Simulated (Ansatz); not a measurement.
# AlN: the cost of one run

Program: Ansatz 0.2.0. Level of theory: DFT PBE, scalar-relativistic, plane waves, PAW. These are calculated values, not measurements.

3 further runs of the same task are left out: 3 set aside as unsound or not needed. Runs told in other sessions of the task aren't counted.

## (1) The starting structure

It takes space group P6_3mc (No. 186, hexagonal). The conventional cell has a = 3.121 Å, b = 3.121 Å, c = 4.995 Å, α = 90.00°, β = 90.00°, γ = 120.00°. Al (site symmetry 3m) is surrounded by 4 N at 1.89 to 1.92 Å. N (site symmetry 3m) is surrounded by 4 Al at 1.89 to 1.92 Å.

Structure file:

```
Al N
1.0
     3.12134    0.00000    0.00000
    -1.56067    2.70316    0.00000
     0.00000    0.00000    4.99454
Al N
2 2
Direct
  0.33333 0.66667 0.00000
  0.66667 0.33333 0.50000
  0.33333 0.66667 0.38500
  0.66667 0.33333 0.88500
```

## (2) Relaxing cell and atoms

Input file input.yaml:

```yaml
crystal:
  lattice:
    - [3.1213377828, 0.0, 0.0]
    - [-1.5606688914, 2.7031578137, 0.0]
    - [0.0, 0.0, 4.9945383275]
  atoms:
    - { symbol: Al, position: [0.3333333333, 0.6666666667, 0.0] }
    - { symbol: Al, position: [0.6666666667, 0.3333333333, 0.5] }
    - { symbol: "N", position: [0.3333333333, 0.6666666667, 0.385] }
    - { symbol: "N", position: [0.6666666667, 0.3333333333, 0.885] }
basis:
  ecutwfc: 420
  ecutrho_ratio: 4
kpoints:
  mp_grid: { grid: [12, 12, 8] }
hamiltonian:
  xc: pbe
scf:
  occupations: { method: gaussian, width: 0.05 }
output:
  forces: true
  stress: true
  eigenvalues: true
relax:
  f_tol: 0.01
  max_steps: 60
  cell: { stress_tol: 0.04 }
```

Started as:

```sh
$ ansatz run input.yaml --threads 4 --pin off --max-ram 7168MiB --backend cpu --events-out ev --progress --plain --runs-dir out
```

Q: Estimate wall time and peak memory on 4 threads of Arm Neoverse V2, shared host.

About 10 s, with a peak of 0.38 GiB.
